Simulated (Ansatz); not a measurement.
Crystal: KCl (Sylvite).

```
CELL_PARAMETERS angstrom
0.00000 3.14647 3.14647
3.14647 0.00000 3.14647
3.14647 3.14647 0.00000
ATOMIC_POSITIONS crystal
K 0.00000 0.00000 0.00000
Cl 0.50000 0.50000 0.50000
```

Base run:

```yaml
Program: Ansatz 0.2.0
Functional: PBEsol
Potentials_or_basis: all-electron LAPW, scalar-relativistic
Cutoff: 140 eV
Density_cutoff: 559 eV
Basis_error_allowed: 0.001 eV/atom
k_mesh: 7 × 7 × 7
Occupations: gaussian, width 0.1 eV
Spin: no spin polarisation
```

Its results: band gap on the k mesh 5.03 eV, direct; pressure -0.4 GPa.

Problem. The run is repeated on the same cell with these changes: functional from PBEsol to PBE; occupations from gaussian, width 0.1 eV to gaussian, width 0.02 eV. What comes out?

Solution. Band gap on the k mesh 5.19 eV, direct; pressure 0.8 GPa.

Caveats: an odd mesh through Γ misses points on the zone boundary, where band edges often lie.

Not every run made on this cell is shown here.
